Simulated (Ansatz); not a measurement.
**How the vibrations of Cu change with volume**

Computed with DFT PBE, scalar-relativistic, plane waves, PAW in Ansatz 0.2.0. Settings: 420 eV plane-wave cutoff, Γ-centred 18×18×10 mesh, Fermi-Dirac smearing of 0.15 eV. No spin polarisation. Phonons by linear response, acoustic sum rule imposed.

Relaxed structure:
```
Cu
1.0
     2.56426    0.00000    0.00000
    -1.28213    2.22071    0.00000
     0.00000    0.00000    4.20697
Cu
2
Direct
  0.33333 0.66667 0.25000
  0.66667 0.33333 0.75000
```

In a metal, frequencies depend on the k mesh and the smearing, soft modes most.

Cells at 0.98 and 1.02 times the equilibrium volume were relaxed in shape and atoms; γ = −d ln ν / d ln V, modes matched by rank.

**Question.** Give the optical frequencies at Γ (cm⁻¹) at the three volumes and the mode Grüneisen parameters.

**Answer.**
```json
{"0.98 V": "107", "V": "104", "1.02 V": "100", "γ": "1.75", "degeneracy": "2"}
{"0.98 V": "251", "V": "240", "1.02 V": "228", "γ": "2.41", "degeneracy": "1"}
```

**Question.** What pressures hold the two strained cells, and what bulk modulus follows?

**Answer.** 2.96 GPa at 0.98 V and -2.63 GPa at 1.02 V, so B = −dP/d ln V ≈ 140 GPa.

This form isn't the element's structure at ambient conditions.

Cost: 6 runs of about 3.8 core-minutes in all, on AMD EPYC 7R43 (Zen 3) (shared hosts).